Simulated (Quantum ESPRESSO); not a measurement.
**SiC (Moissanite) under changes of volume**

One of the cells (10.341 Å³/atom); the others are scaled copies at fixed shape and fractional positions:

```
CELL_PARAMETERS angstrom
3.07600 0.00000 0.00000
-1.53800 2.66389 0.00000
0.00000 0.00000 5.04800
ATOMIC_POSITIONS crystal
Si 0.66667 0.33333 0.50000
Si 0.33333 0.66667 0.00000
C 0.66667 0.33333 0.88500
C 0.33333 0.66667 0.38500
```

```yaml
Program: Quantum ESPRESSO 7.5
Functional: PBE
Potentials_or_basis: GBRV 1.5 PBE
Cutoff: 612 eV
Density_cutoff: 4898 eV
k_mesh: 10 × 10 × 5
Occupations: fermi-dirac, width 0.05 eV
Spin: no spin polarisation
```

```csv
volume (Å³/atom),energy over the lowest point (meV/atom),pressure (GPa),gap on the mesh (eV),largest force (eV/Å)
9.721,?,?,?,?
9.927,23.43,13.5,2.42,0.820
10.134,9.37,8.2,2.46,0.786
10.341,1.76,3.5,2.49,0.754
10.548,0.00,-0.9,2.52,0.723
10.755,3.55,-4.8,2.53,0.694
10.961,11.93,-8.3,2.49,0.666
```

Problem. What does the run at 9.721 Å³/atom give?

Solution. Energy over the lowest point 44.60 meV/atom; pressure 19.2 GPa; gap on the mesh 2.38 eV; largest force 0.857 eV/Å.

Worked out: A Birch-Murnaghan fit of order 3 (a polynomial in V^(-2/3)) to the other rows has its minimum at 10.51 Å³/atom with B0 = V·E''(V) = 213 GPa and B' = 3.8 at fixed shape and positions, which overstates the stiffness. It gives 44.43 meV/atom at 9.721 Å³/atom, against the run's 44.60, and -dE/dV = 19.2 GPa, against 19.2. A parabola through the other rows of the gap, of slope 3.84 eV per unit of ln V there, extrapolates to 2.34 eV, against the run's 2.38.

Energies are extrapolated to zero smearing.

Caveats: an odd mesh through Γ misses points on the zone boundary, where band edges often lie.
